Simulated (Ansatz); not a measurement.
Set up this calculation in Ansatz 0.2.0, as the native input.

```
Task                : single point
Functional          : revPBE
Potentials or basis : all-electron LAPW, non-relativistic
Cutoff              : 150 eV (chosen from the basis error)
Basis error allowed : 0.001 eV/atom
k mesh              : 8 × 8 × 8
Occupations         : fixed
Spin                : no spin polarisation
```

NaCl:

```
CELL_PARAMETERS angstrom
3.40619 0.00000 0.00000
0.00000 3.40619 0.00000
0.00000 0.00000 3.40619
ATOMIC_POSITIONS crystal
Cl 0.50000 0.50000 0.50000
Na 0.00000 0.00000 0.00000
```

Measurements of this composition are mostly on another form, of space group No. 225.

The cell isn't the ideal one: volume scaled by 0.92.

One way to write it, as run:

input.yaml

```yaml
crystal:
  lattice: { a: 3.40619086, b: 3.40619086, c: 3.40619086, alpha: 90.0, beta: 90.0, gamma: 90.0 }
  space_group: 221
  setting: { hermann_mauguin: Pm-3m }
  reduce_to_primitive: true
  atoms:
    - { symbol: Cl, position: [0.5, 0.5, 0.5] }
    - { symbol: Na, position: [0.0, 0.0, 0.0] }
kpoints:
  mp_grid: { grid: [8, 8, 8] }
scf:
  occupations: { method: fixed }
hamiltonian:
  xc: revpbe
  pseudopotentials:
    kind: all_electron
    lapw: { basis_error: 0.001 }
    relativity: none
output:
  forces: true
  stress: true
  eigenvalues: true
```

Potentials or basis: all-electron LAPW, non-relativistic.

Run with:

```sh
$ ansatz run input.yaml --threads 1 --pin off --max-ram 3072MiB --backend cpu --events-out ev --progress --plain --runs-dir out
```

It gave:

```
Pressure               : 4.6 GPa
Band gap on the k mesh : 4.62 eV, indirect (least direct gap 5.18 eV)
```

Run time: 4.3 s on 1 thread of Intel(R) Xeon(R) Platinum 8375C CPU @ 2.90GHz (Ice Lake) (shared host), peak memory 0.27 GiB.
